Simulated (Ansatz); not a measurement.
HgTe (Coloradoite):

```
Hg Te
1.0
     0.00000    3.21450    3.21450
     3.21450    0.00000    3.21450
     3.21450    3.21450    0.00000
Hg Te
1 1
Direct
  0.00000 0.00000 0.00000
  0.75000 0.75000 0.75000
```

Base run:

| Item | Value |
| --- | --- |
| Program | Ansatz 0.2.0 |
| Functional | PBE |
| Potentials or basis | all-electron LAPW, scalar-relativistic |
| Cutoff | 262 eV (chosen from the basis error) |
| Basis error allowed | 0.001 eV/atom |
| k mesh | 7 × 7 × 7 |
| Occupations | gaussian, width 0.012 eV |
| Spin | no spin polarisation |

Its results: pressure 4.6 GPa.

Q: The run is repeated on the same cell with these changes: functional from PBE to BLYP; occupations from gaussian, width 0.012 eV to fermi-dirac, width 0.05 eV. What comes out?

A: Pressure 7.8 GPa.
